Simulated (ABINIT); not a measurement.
The system is Au.

```xyz
2
Lattice="2.9000 0.0000 0.0000 -1.4500 2.5115 0.0000 0.0000 0.0000 4.8800" Properties=species:S:1:pos:R:3 pbc="T T T"
Au    1.4500    0.8372    1.2200
Au    0.0000    1.6743    3.6600
```

This isn't the form of Au at room conditions, which is fcc.

| Quantity | Value |
| --- | --- |
| Program | ABINIT 10.8.3 (patched build) |
| Task | relaxation of cell and atoms |
| Functional | LDA |
| Potentials or basis | PseudoDojo NC SR LDA v0.4.1 standard |
| Cutoff | 952 eV |
| k mesh | 8 × 8 × 4 |
| Occupations | fermi-dirac, width 0.05 eV |
| Spin | no spin polarisation |

At the start: pressure -10.5 GPa; volume 17.77 Å³/atom.

Problem. How do energy, volume and symmetry change on relaxing?

Solution. Over 16 steps the energy falls by 44.0 meV/atom and the volume is 16.58 Å³/atom (-6.7 %); space group P6_3/mmc (No. 194, to 0.05 Å).

The path:
| step | energy change (eV) | largest force (eV/Å) | pressure (GPa) | volume (Å³) |
| --- | --- | --- | --- | --- |
| 1 | 0.0000 | 0.0000 | -10.54 | 35.54 |
| 2 | -0.0597 | 0.0000 | -6.16 | 34.41 |
| 3 | -0.0835 | 0.0000 | 1.29 | 32.97 |
| 4 | -0.0844 | 0.0000 | -0.11 | 33.20 |
| 5 | -0.0845 | 0.0000 | -0.05 | 33.19 |
| 6 | 9.0949 | 0.0000 | 290.62 | 23.28 |
| 7 | -0.0849 | 0.0000 | 0.06 | 33.17 |
| 8 | -0.0855 | 0.0000 | 0.18 | 33.14 |
| 9 | -0.0811 | 0.0000 | -0.56 | 33.34 |
| 10 | -0.0865 | 0.0000 | 1.42 | 32.94 |
| 11 | -0.0874 | 0.0000 | 0.51 | 33.08 |
| 12 | -0.0877 | 0.0000 | 0.73 | 33.04 |
| 13 | -0.0877 | 0.0000 | 0.63 | 33.06 |
| 14 | -0.0879 | 0.0000 | 0.08 | 33.15 |
| 15 | -0.0880 | 0.0000 | 0.00 | 33.17 |
| 16 | -0.0880 | 0.0000 | 0.00 | 33.17 |

Final structure:
```
Au
1.0
     2.86415    0.00000    0.00000
    -1.43208    2.48043    0.00000
     0.00000    0.00000    4.66847
Au
2
Cartesian
  1.4321 0.8268 1.1671
  0.0000 1.6536 3.5014
```
